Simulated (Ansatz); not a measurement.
An elastic constant from a strain scan in NaH

Level of theory: DFT r2SCAN, scalar-relativistic, plane waves, PAW in Ansatz 0.2.0. Settings: plane waves to 500 eV, k-mesh 10×10×10 (Γ-centred), Gaussian smearing 0.05 eV. No spin polarisation. Energies are free energies at this smearing, counted from the undisturbed cell; pressure is positive in compression.

Zero of the scan (as given, not relaxed at this level; it stands at -0.6 GPa; this CsCl-type form isn't the usual structure):

```
Na H
1.0
     2.95512    0.00000    0.00000
     0.00000    2.95512    0.00000
     0.00000    0.00000    2.95512
Na H
1 1
Direct
  0.00000 0.00000 0.00000
  0.50000 0.50000 0.50000
```

The cell is strained by ε times the Voigt pattern (0, 0, 0, 1, 0, 0) (xx, yy, zz, yz, xz, xy; engineering shear) with fractional coordinates fixed. The cell holds 2 atoms in V0 = 25.81 Å³. The stress column is τ = (1/V0) dE/dε, got from the stress tensor σ (compression positive) at each point as −det(1 + εP) σ : P(1 + εP)⁻¹, with P the pattern as a tensor.

```
      ε  ΔE (meV/atom)  τ (GPa)
-0.0525         -0.550    0.256
-0.0450         -0.407    0.221
-0.0375         -0.284    0.186
-0.0300         -0.182    0.150
-0.0225         -0.103    0.113
-0.0150         -0.047    0.076
-0.0075         -0.012    0.038
 0.0000          0.000    0.000
 0.0075         -0.012   -0.038
 0.0150         -0.047   -0.076
 0.0225         -0.103   -0.113
 0.0300         -0.182   -0.150
 0.0375         -0.284   -0.186
 0.0450         -0.407   -0.221
 0.0525         -0.550   -0.256
 0.0600              ?        ?
```

Problem. Which combination of elastic constants does this scan measure, and how large is it?

Solution. For small ε, τ = τ0 + Kε with K = pᵀCp, which for this pattern is C44 in the cubic axes. The parabola through τ at ε = -0.0075, 0 and 0.0075 has slope K = -5.0 GPa at zero. The energies per cell, E = NΔE, of the wider pair ε = ±0.0300 give K = 2[E(ε₊)/ε₊ − E(ε₋)/ε₋]/[(ε₊ − ε₋)V0] = -5.0 GPa, in agreement. K is negative: with the atoms carried along, the cell is unstable to this strain. The start is under stress, which shifts K from the elastic constant by about the size of that stress.

Problem. Predict the withheld row at ε = 0.0600 from the harmonic law, and compare.

Solution. ΔE = V0(τ0 ε + Kε²/2)/N = -0.732 meV/atom and τ = -0.30 GPa. The calculation gives -0.715 meV/atom and -0.29 GPa, a miss of 2.2 % of the harmonic energy, so the harmonic law still holds here.